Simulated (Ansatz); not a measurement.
A run of Ansatz 0.2.0:

Contents of input.yaml:

```yaml
crystal:
  lattice:
    - [3.091546, 0.0, 0.0]
    - [0.0, 3.091546, 0.0]
    - [0.0, 0.0, 3.091546]
  atoms:
    - { symbol: Pt, position: [0.5, 0.5, 0.5] }
    - { symbol: Al, position: [0.0, 0.0, 0.0] }
hamiltonian:
  xc: pbesol
  pseudopotentials: { kind: paw_fr }
magnetization:
  noncollinear: true
  spin_orbit: true
kpoints:
  mp_grid: { grid: [9, 9, 9] }
  band_path:
    path:
      - [[0.0, 0.0, 0.0], [0.0, 0.5, 0.0], [0.5, 0.5, 0.0], [0.0, 0.0, 0.0], [0.5, 0.5, 0.5], [0.0, 0.5, 0.0]]
      - [[0.5, 0.5, 0.0], [0.5, 0.5, 0.5]]
    npoints: 14
scf:
  occupations: { method: fermi_dirac, width: 0.05 }
  n_extra_bands: 6
output:
  forces: true
  stress: true
  eigenvalues: true
  fatbands: false
```

Potentials or basis: Ansatz PAW.

Command:

```console
$ ansatz run input.yaml --threads 2 --pin off --max-ram 5632MiB --backend cpu --events-out ev --progress --plain --runs-dir out
```

Hardware: 2 threads of Arm Neoverse V2 (shared host).

Estimate the wall time of this run.

Wall time 7 s on 2 threads of Arm Neoverse V2, on a shared host, peak memory 0.39 GiB. Counts: scf iterations 7, plane waves 587, k points 35, bands 27.
